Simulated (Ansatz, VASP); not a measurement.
# Two plane-wave programs on C

```
CELL_PARAMETERS angstrom
2.42989 0.00000 0.00000
-1.21495 2.10435 0.00000
0.00000 0.00000 5.81911
ATOMIC_POSITIONS crystal
C 0.00000 0.00000 0.00250
C 0.00000 0.00000 0.50250
C 0.33333 0.66667 0.00250
C 0.66667 0.33333 0.50250
```

Alike in both runs: functional r2SCAN; k mesh 10 × 10 × 4; no spin polarisation.

Ansatz relaxed the structure, and its values are those at the end. VASP's run is a single point on that final structure, the one shown.

|  | VASP | Ansatz |
| --- | --- | --- |
| version | VASP 6.6.1 | Ansatz 0.2.0 |
| potentials or method | VASP PAW PBE potentials, release 64 (C) | PAW with Ansatz's default frozen-core files, scalar-relativistic |
| plane-wave cutoff (eV) | 520 | 500 |
| occupations | gaussian, width 0.01 eV | fixed |
| valence electrons in the cell | 16 | 16 |

Ansatz gave:

```
pressure (GPa) : 15.0
```

Problem. What did VASP give for the same quantities?

Solution. Pressure (GPa): 15.8.

Ansatz warned: «structure_snapped_to_symmetry».

Caveats: so large a pressure means that the cell lies far from this level's equilibrium, or that cutoff or potentials fall short (VASP); the potentials were made for another functional, which shifts forces and pressure (VASP).
